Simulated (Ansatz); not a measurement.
Input of an Ansatz 0.2.0 run:

Contents of input.yaml:

```yaml
crystal:
  lattice:
    - [3.18, 0.0, 0.0]
    - [-1.59, 2.753960784, 0.0]
    - [0.0, 0.0, 5.166]
  atoms:
    - { symbol: Ga, position: [0.6666666667, 0.3333333333, 0.5] }
    - { symbol: Ga, position: [0.3333333333, 0.6666666667, 0.0] }
    - { symbol: "N", position: [0.6666666667, 0.3333333333, 0.875] }
    - { symbol: "N", position: [0.3333333333, 0.6666666667, 0.375] }
hamiltonian:
  xc: pbesol
  pseudopotentials: { kind: paw }
kpoints:
  mp_grid: { grid: [7, 7, 4] }
scf:
  occupations: { method: fixed }
output:
  forces: true
  stress: true
elastic:
  mode: clamped_ion
  stencil: two_point
```

Potentials or basis: Ansatz PAW.

Command:

```bash
$ ansatz run input.yaml --threads 2 --pin off --max-ram 5632MiB --backend cpu --events-out ev --progress --plain --runs-dir out
```

**Question.** What does it give for the Voigt bulk modulus?

**Answer.** 193 GPa.

**Question.** Predict the band gap on the k mesh.

**Answer.** 1.91 eV, direct.

**Question.** Estimate the largest force.

**Answer.** 0.133 eV/Å.

Elastic tensor in Voigt notation (GPa, ions clamped, in the Cartesian axes of the cell as first typed):
```
407 101  62   0   0   0
101 407  62   0   0   0
 64  64 468   0   0   0
  0   0   0 108   0   0
  0   0   0   0 108   0
  0   0   0   0   0 153
```

Caveat: odd divisions of the mesh miss points on the zone boundary, where band edges often lie, so the gap on the mesh can be too wide; the pressure holds a Pulay correction of +0.5 GPa for the finite cutoff; the PAW data sets come from PBE, with cores solved anew for the run's functional, which leaves a small shift of forces and pressure.

**Experimental background.**

“Studying electronic properties in GaN without electrical contacts using γ-γ vs e−-γ Perturbed Angular Correlations”, 2019, pmc:6823545 quotes, for a bulk crystal of GaN: band gap 3.503 ± 0.005 eV (direct).

A measured gap of GaN is 3.503 eV (direct; quoted in “Studying electronic properties in GaN without electrical contacts using γ-γ vs e−-γ Perturbed Angular Correlations”, 2019, pmc:6823545); the calculated 1.91 eV misses it by -1.60 eV. Spin-orbit coupling on Ga is left out. The value is that of PBEsol, without temperature or zero-point motion. Semilocal functionals fall short of measured gaps as a rule.
